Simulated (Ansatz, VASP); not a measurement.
Tl16HCl15 (a cell with a defect) in VASP and in Ansatz

```
Tl H Cl
1.0
     0.00000    7.66800    7.66800
     7.66800    0.00000    7.66800
     7.66800    7.66800    0.00000
Tl H Cl
16 1 15
Direct
  0.00447 0.00447 0.00447
  0.48660 0.00447 0.00447
  0.00447 0.48660 0.00447
  0.00447 0.00447 0.48660
  0.24553 0.24553 0.24553
  0.49863 0.49863 0.00411
  0.49863 0.00411 0.49863
  0.76340 0.24553 0.24553
  0.00411 0.49863 0.49863
  0.24553 0.76340 0.24553
  0.24553 0.24553 0.76340
  0.49863 0.49863 0.49863
  0.75137 0.75137 0.24589
  0.75137 0.24589 0.75137
  0.24589 0.75137 0.75137
  0.75137 0.75137 0.75137
  0.12500 0.12500 0.12500
  0.62500 0.12500 0.12500
  0.12500 0.62500 0.12500
  0.12500 0.12500 0.62500
  0.37500 0.37500 0.37500
  0.62500 0.62500 0.12500
  0.62500 0.12500 0.62500
  0.87703 0.37297 0.37297
  0.12500 0.62500 0.62500
  0.37297 0.87703 0.37297
  0.37297 0.37297 0.87703
  0.62500 0.62500 0.62500
  0.87703 0.87703 0.37297
  0.87703 0.37297 0.87703
  0.37297 0.87703 0.87703
  0.87500 0.87500 0.87500
```

Alike in both runs: functional PBE; k mesh 2 × 2 × 2; occupations fermi-dirac, width 0.01 eV; no spin polarisation.

Ansatz relaxed the structure, and its values are those at the end. VASP's run is a single point on that final structure, the one shown.

|  | VASP | Ansatz |
| --- | --- | --- |
| version | VASP 6.6.1 | Ansatz 0.2.0 |
| potentials or method | VASP PAW PBE potentials, release 64 (Tl_d, H, Cl) | plane-wave PAW, scalar-relativistic |
| plane-wave cutoff (eV) | 520 | 420 |
| valence electrons in the cell | 314 | 314 |

VASP gave:

* gap on the k mesh at the Fermi level (eV): 1.67
* pressure (GPa): 0.8

Problem. Which values does Ansatz return?

Solution. gap on the k mesh at the Fermi level (eV): 1.67; pressure (GPa): 0.9.

Ansatz warned: «gradients_without_spin_orbit».

Caveats: spin-orbit coupling is left out, which as a rule narrows the gap of such compounds by several tenths of an eV.
